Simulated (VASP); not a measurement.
# Native point defects of GaCo

Wanted: a map of the native defects of GaCo, all in one supercell and at one level. The start is a cell from a database of measured crystal structures.

Method: PBEsol, spin-polarised from a ferromagnetic start (one magnetic atom a cell); plane waves and PAW (Ga, Co), in the first sound run; inputs show where later runs differ, in VASP 6.6.1.

Report form: the programs' logs are mostly left out.

## (1) The host crystal

It takes space group Pm-3m (No. 221, cubic). The conventional cell has a = 2.878 Å, b = 2.878 Å, c = 2.878 Å, α = 90.00°, β = 90.00°, γ = 90.00°. Nearest to Ga lie 8 Co at 2.49 Å. Co has 8 Ga at 2.49 Å nearest. Farther neighbours are not listed.

As a file:

```cif
data_structure
_symmetry_space_group_name_H-M 'Pm-3m'
_symmetry_Int_Tables_number 221
_cell_length_a 2.8780
_cell_length_b 2.8780
_cell_length_c 2.8780
_cell_angle_alpha 90.000
_cell_angle_beta 90.000
_cell_angle_gamma 90.000
_cell_volume 23.84
loop_
_atom_site_label
_atom_site_type_symbol
_atom_site_symmetry_multiplicity
_atom_site_Wyckoff_symbol
_atom_site_fract_x
_atom_site_fract_y
_atom_site_fract_z
_atom_site_occupancy
Ga1 Ga 1 b 0.50000 0.50000 0.50000 1
Co1 Co 1 a 0.00000 0.00000 0.00000 1
```

## (2) The host at zero pressure

The later steps need the crystal at this functional's own lattice; a raised cutoff keeps the stress reliable while the cell changes.

INCAR reads:

```
SYSTEM = GaCo
PREC = Accurate
ENCUT = 350
EDIFF = 1E-06
NELM = 120
ISMEAR = 1
SIGMA = 0.15
LREAL = .FALSE.
ALGO = Normal
GGA = PS
NBANDS = 15
ISPIN = 2
MAGMOM = 0 2
LASPH = .TRUE.
LMAXMIX = 4
LORBIT = 11
LWAVE = .FALSE.
LCHARG = .FALSE.
KPAR = 8
IBRION = 2
NSW = 40
ISIF = 3
EDIFFG = -0.02
POTIM = 0.4
```

POSCAR reads:

```
GaCo
1.0
    2.8780000000      0.0000000000      0.0000000000
    0.0000000000      2.8780000000      0.0000000000
    0.0000000000      0.0000000000      2.8780000000
Ga Co
1 1
Direct
    0.5000000000      0.5000000000      0.5000000000
    0.0000000000      0.0000000000      0.0000000000
```

KPOINTS reads:

```
Automatic mesh
0
Gamma
11 11 11
0 0 0
```

PAW data sets: Ga and Co (PBE family, release 64).

The run is started by

```bash
$ mpirun -np 8 vasp_std
```

It took 15 s on 8 MPI ranks of Intel Xeon 6975P-C (Granite Rapids), shared host; peak memory 1.1 GiB.

The moments of the start collapse, so the state is non-magnetic; other starts or orders were not tried. The PAW data sets were made with PBE, which is usual practice but a small mismatch for other functionals. The data set Ga keeps the semicore shell frozen, which is cheaper and a little less accurate. The run keeps the 48 symmetry operations of its start, so it cannot find a distortion of lower symmetry.

Relaxation path:

| step | energy less that of the first step (eV) | largest force (eV/Å) | pressure (GPa) | volume (Å³) |
| --- | --- | --- | --- | --- |
| 1 | 0.0000 | 0.0000 | -7.30 | 23.84 |
| 2 | -0.0132 | 0.0000 | 5.16 | 22.37 |
| 3 | -0.0219 | 0.0000 | -0.03 | 22.92 |

| conventional cell, symmetrised | before | after | change |
| --- | --- | --- | --- |
| a (Å) | 2.878 | 2.840 | -1.3 % |
| b (Å) | 2.878 | 2.840 | -1.3 % |
| c (Å) | 2.878 | 2.840 | -1.3 % |
| volume (Å³/atom) | 11.92 | 11.46 | -3.9 % |

The relaxed structure:

```
Ga Co
1.0
     2.84048    0.00000    0.00000
     0.00000    2.84048    0.00000
     0.00000    0.00000    2.84048
Ga Co
1 1
Direct
  0.50000 0.50000 0.50000
  0.00000 0.00000 0.00000
```

Numbers from this step:

```
electronic cycles                               : 37
electrons                                       : 12
free energy (TOTEN)                             : -11.81 eV
Fermi energy                                    : 7.886 eV
labelled metallic, from the levels on this mesh : yes
```

The spin moment in the PAW sphere vanishes on all atoms.

The run ended after 3 ionic steps, 0.022 eV below its first step, once forces and stress met EDIFFG = -0.02.

## (3) The perfect supercell

This step: PBEsol, spin-polarised from a ferromagnetic start; plane waves and PAW (Ga, Co) (VASP 6.6.1).

System of this step: GaCo. The cell holds 54 atoms: 27 Ga and 27 Co. Cell: a = 8.521 Å, b = 8.521 Å, c = 8.521 Å, α = 90.0°, β = 90.0°, γ = 90.0°. It derives from GaCo.

The same cell, mesh and cutoff without the defect give the energy to subtract and, in a gapped host, the band edges to count from, so that most errors cancel.

INCAR reads:

```
SYSTEM = GaCo
PREC = Normal
ENCUT = 300
EDIFF = 1E-05
NELM = 120
ISMEAR = 1
SIGMA = 0.2
LREAL = Auto
ALGO = Fast
GGA = PS
NBANDS = 232
ISPIN = 2
MAGMOM = 0 0 0 0 0 0 0 0 0 0 0 0 0 0 0 0 0 0 0 0 0 0 0 0 0 0 0 2 2 2 2 2 2 2 2 2 2 2 2 2 2 2 2 2 2 2 2 2 2 2 2 2 2 2
LASPH = .TRUE.
LMAXMIX = 4
LORBIT = 11
LWAVE = .FALSE.
LCHARG = .FALSE.
KPAR = 4
NCORE = 2
```

POSCAR reads:

```
GaCo
1.0
    8.5214324964      0.0000000000      0.0000000000
    0.0000000000      8.5214324964      0.0000000000
    0.0000000000      0.0000000000      8.5214324964
Ga Co
27 27
Direct
    0.1666666667      0.1666666667      0.1666666667
    0.1666666667      0.1666666667      0.5000000000
    0.1666666667      0.1666666667      0.8333333333
    0.1666666667      0.5000000000      0.1666666667
    0.1666666667      0.5000000000      0.5000000000
    0.1666666667      0.5000000000      0.8333333333
    0.1666666667      0.8333333333      0.1666666667
    0.1666666667      0.8333333333      0.5000000000
    0.1666666667      0.8333333333      0.8333333333
    0.5000000000      0.1666666667      0.1666666667
    0.5000000000      0.1666666667      0.5000000000
    0.5000000000      0.1666666667      0.8333333333
    0.5000000000      0.5000000000      0.1666666667
    0.5000000000      0.5000000000      0.5000000000
    0.5000000000      0.5000000000      0.8333333333
    0.5000000000      0.8333333333      0.1666666667
    0.5000000000      0.8333333333      0.5000000000
    0.5000000000      0.8333333333      0.8333333333
    0.8333333333      0.1666666667      0.1666666667
    0.8333333333      0.1666666667      0.5000000000
    0.8333333333      0.1666666667      0.8333333333
    0.8333333333      0.5000000000      0.1666666667
    0.8333333333      0.5000000000      0.5000000000
    0.8333333333      0.5000000000      0.8333333333
    0.8333333333      0.8333333333      0.1666666667
    0.8333333333      0.8333333333      0.5000000000
    0.8333333333      0.8333333333      0.8333333333
    0.0000000000      0.0000000000      0.0000000000
    0.0000000000      0.0000000000      0.3333333333
    0.0000000000      0.0000000000      0.6666666667
    0.0000000000      0.3333333333      0.0000000000
    0.0000000000      0.3333333333      0.3333333333
    0.0000000000      0.3333333333      0.6666666667
    0.0000000000      0.6666666667      0.0000000000
    0.0000000000      0.6666666667      0.3333333333
    0.0000000000      0.6666666667      0.6666666667
    0.3333333333      0.0000000000      0.0000000000
    0.3333333333      0.0000000000      0.3333333333
    0.3333333333      0.0000000000      0.6666666667
    0.3333333333      0.3333333333      0.0000000000
    0.3333333333      0.3333333333      0.3333333333
    0.3333333333      0.3333333333      0.6666666667
    0.3333333333      0.6666666667      0.0000000000
    0.3333333333      0.6666666667      0.3333333333
    0.3333333333      0.6666666667      0.6666666667
    0.6666666667      0.0000000000      0.0000000000
    0.6666666667      0.0000000000      0.3333333333
    0.6666666667      0.0000000000      0.6666666667
    0.6666666667      0.3333333333      0.0000000000
    0.6666666667      0.3333333333      0.3333333333
    0.6666666667      0.3333333333      0.6666666667
    0.6666666667      0.6666666667      0.0000000000
    0.6666666667      0.6666666667      0.3333333333
    0.6666666667      0.6666666667      0.6666666667
```

KPOINTS reads:

```
Automatic mesh
0
Monkhorst-Pack
3 3 3
0 0 0
```

The run is started by

```bash
$ mpirun -np 8 vasp_std
```

It took 78 s on 8 MPI ranks; peak memory 2.9 GiB.

The k-mesh is coarse for a metal.

This step gave:

- electronic cycles: 22
- electrons: 324
- free energy (TOTEN): -318.8751 eV
- energy at zero smearing: -318.8684 eV
- Fermi energy: 7.867 eV
- moment of the cell, from the last line of the log: 0 μB

The spin moment in the PAW sphere vanishes on all atoms.

The host is treated as a metal, as its relaxation found a gap under 0.3 eV or none, and only the neutral defect is run.

## (4) Reference Co

This step: PBEsol, spin-polarised from a ferromagnetic start; plane waves and PAW (Co) (VASP 6.6.1).

System of this step: Co. Symmetry: P6_3/mmc, No. 194, hexagonal system. The conventional cell has a = 2.510 Å, b = 2.510 Å, c = 4.071 Å, α = 90.00°, β = 90.00°, γ = 120.00°. Nearest to Co lie 12 Co at 2.50 to 2.51 Å.

The reference for Co is its crystal, relaxed at the cutoff of the large cell.

INCAR reads:

```
SYSTEM = Co
PREC = Normal
ENCUT = 300
EDIFF = 1E-05
NELM = 120
ISMEAR = 1
SIGMA = 0.1
LREAL = Auto
ALGO = Fast
GGA = PS
NBANDS = 18
ISPIN = 2
MAGMOM = 1.7 1.7
LASPH = .TRUE.
LMAXMIX = 4
LORBIT = 11
LWAVE = .FALSE.
LCHARG = .FALSE.
KPAR = 8
IBRION = 2
NSW = 25
ISIF = 3
EDIFFG = -0.02
POTIM = 0.4
```

POSCAR reads:

```
Co
1.0
    2.5100000000      0.0000000000      0.0000000000
   -1.2550000000      2.1737237635      0.0000000000
    0.0000000000      0.0000000000      4.0712200000
Co
2
Direct
    0.0000000000      0.0000000000      0.0000000000
    0.3333333333      0.6666666667      0.5000000000
```

KPOINTS reads:

```
Automatic mesh
0
Gamma
12 12 7
0 0 0
```

Potentials, in the order of the species: Co (PBE family, release 64).

The run is started by

```bash
$ mpirun -np 8 vasp_std
```

Run time: 19 s. Hardware: 8 MPI ranks; peak memory 0.95 GiB.

The magnetic state follows from one typed start and may not be the lowest. The run keeps the 24 symmetry operations of its start, so it cannot find a distortion of lower symmetry.

The steps of the relaxation:

| step | energy less that of the first step (eV) | largest force (eV/Å) | pressure (GPa) | volume (Å³) |
| --- | --- | --- | --- | --- |
| 1 | 0.0000 | 0.0000 | -16.00 | 22.21 |
| 2 | -0.0284 | 0.0000 | 15.41 | 19.48 |
| 3 | -0.0787 | 0.0000 | 0.03 | 20.66 |
| 4 | -0.0787 | 0.0000 | -0.53 | 20.69 |
| 5 | -0.0788 | 0.0000 | -0.56 | 20.69 |
| 6 | -0.0788 | 0.0000 | -0.58 | 20.69 |
| 7 | -0.0789 | 0.0000 | 0.10 | 20.64 |

| conventional cell, symmetrised | before | after | change |
| --- | --- | --- | --- |
| a (Å) | 2.510 | 2.455 | -2.2 % |
| b (Å) | 2.510 | 2.455 | -2.2 % |
| c (Å) | 4.071 | 3.956 | -2.8 % |
| volume (Å³/atom) | 11.11 | 10.32 | -7.1 % |

Final coordinates:

```
Co
1.0
     2.45468    0.00000    0.00000
    -1.22734    2.12582    0.00000
     0.00000    0.00000    3.95558
Co
2
Direct
  0.00000 0.00000 0.00000
  0.33333 0.66667 0.50000
```

Numbers from this step:

```
electronic cycles                                 : 47
electrons                                         : 18
free energy (TOTEN)                               : -15.49 eV
energy at zero smearing                           : -15.49 eV
Fermi energy                                      : 10.79 eV
moment of the cell, from the last line of the log : 3.100 μB
```

Spin moment in the PAW sphere by atom:

| atom | spin moment in the PAW sphere (μB) |
| --- | --- |
| Co1 | 1.56 |
| Co2 | 1.56 |

The run ended after 7 ionic steps, 0.079 eV below its first step, once forces and stress met EDIFFG = -0.02.

Energy at zero smearing: -15.49269 eV.

## (5) Reference Ga

This step: PBEsol; plane waves and PAW (Ga) (VASP 6.6.1).

System of this step: Ga. It takes space group Cmce (No. 64, orthorhombic). The conventional cell has a = 4.432 Å, b = 7.598 Å, c = 4.556 Å, α = 90.00°, β = 90.00°, γ = 90.00°. Ga has 7 Ga at 2.49 to 2.75 Å nearest.

The reference for Ga is its crystal, relaxed at the cutoff of the large cell.

Changes to INCAR since step 4:

```diff
@@ -1,2 +1,2 @@
-SYSTEM = Co
+SYSTEM = Ga
 PREC = Normal
@@ -10,7 +10,3 @@
 GGA = PS
-NBANDS = 18
-ISPIN = 2
-MAGMOM = 1.7 1.7
-LASPH = .TRUE.
-LMAXMIX = 4
+NBANDS = 12
 LORBIT = 11
```

POSCAR reads:

```
Ga
1.0
    2.2160233304     -3.7989918401      0.0000000000
    2.2160233304      3.7989918401      0.0000000000
    0.0000000000      0.0000000000      4.5555035300
Ga
4
Direct
    0.6556957200      0.3443042800      0.4154013900
    0.8443042800      0.1556957200      0.9154013900
    0.3443042800      0.6556957200      0.5845986100
    0.1556957200      0.8443042800      0.0845986100
```

KPOINTS reads:

```
Automatic mesh
0
Gamma
7 7 6
0 0 0
```

Potentials, in the order of the species: Ga (PBE family, release 64).

The run is started by

```bash
$ mpirun -np 8 vasp_std
```

Elapsed: 3 s, on 8 MPI ranks; peak memory 0.97 GiB.

The run keeps the 8 symmetry operations of its start, so it cannot find a distortion of lower symmetry.

Step by step:

| step | energy less that of the first step (eV) | largest force (eV/Å) | pressure (GPa) | volume (Å³) |
| --- | --- | --- | --- | --- |
| 1 | 0.0000 | 0.0134 | 0.27 | 76.70 |
| 2 | -0.0004 | 0.0154 | 0.01 | 76.99 |

| conventional cell, symmetrised | before | after | change |
| --- | --- | --- | --- |
| a (Å) | 4.432 | 4.436 | +0.1 % |
| b (Å) | 7.598 | 7.616 | +0.2 % |
| c (Å) | 4.556 | 4.558 | +0.1 % |
| volume (Å³/atom) | 19.18 | 19.25 | +0.4 % |

Final coordinates:

```
Ga
1.0
     2.21797   -3.80800    0.00000
     2.21797    3.80800    0.00000
     0.00000    0.00000    4.55798
Ga
4
Direct
  0.65564 0.34436 0.41546
  0.84436 0.15564 0.91546
  0.34436 0.65564 0.58454
  0.15564 0.84436 0.08454
```

This step gave:

| Property | Result |
| --- | --- |
| electronic cycles | 13 |
| electrons | 12 |
| free energy (TOTEN) | -13.35 eV |
| energy at zero smearing | -13.35 eV |
| Fermi energy | 2.348 eV |

The run ended after 2 ionic steps, 0.000 eV below its first step, once forces and stress met EDIFFG = -0.02.

Energy at zero smearing: -13.35085 eV.

(Continued in part 2 of 3.)

[Lines on the potential files, build, host, timing and source positions are cut from VASP's logs without a mark.]

[Logs are printed without paths, hosts, clocks, repeated set-up lines and the standing remarks that a program may print on its own settings, such as how far it seeks lower states.]

[Hosts, paths, dates, database ids (printed as entryN), source tags and the programs' standing remarks are cut or masked in the printed files.]

[In band tables of VASP the shares of atoms and orbitals are scaled to a sum of 1 inside the atoms' spheres.]

[Runs that stopped without an error message from VASP are left out.]
